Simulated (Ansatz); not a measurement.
**Candidate structures of Te**

The calculation used DFT, PBE, all-electron LAPW, scalar-relativistic in Ansatz 0.2.0.

Each cell is taken as listed (from a database or a relaxation; residual pressures are under 0.6 GPa and forces under 0.08 eV/Å), on meshes of about 0.2 Å⁻¹ spacing; energies are extrapolated to zero smearing, with no zero-point or thermal terms. Other structures, the observed one among them, may be missing from this set and lie lower. No run is spin-polarised.

No spin–orbit coupling, which matters for the heavy atoms here.

Task: Order the structures by energy per atom, lowest first, and give the differences.
A.
Space group Fm-3m (No. 225). a = 4.834 Å, b = 4.834 Å, c = 4.834 Å, α = 90.00°, β = 90.00°, γ = 90.00°
| atom | site | symmetry | x | y | z |
| --- | --- | --- | --- | --- | --- |
| Te | 4a | m-3m | 0.0000 | 0.0000 | 0.0000 |
(fcc type, relaxed by us; 14×14×14 mesh on the primitive cell, smearing 0.05 eV, P = 0.0 GPa)
B.
```
Te
1.0
    -1.92620    1.92620    1.92620
     1.92620   -1.92620    1.92620
     1.92620    1.92620   -1.92620
Te
1
Direct
  0.00000 0.00000 0.00000
```
(bcc type, relaxed by us; 14×14×14 mesh on the primitive cell, smearing 0.05 eV, P = 0.0 GPa)

Result: B (0 meV/atom), A (111 meV/atom).
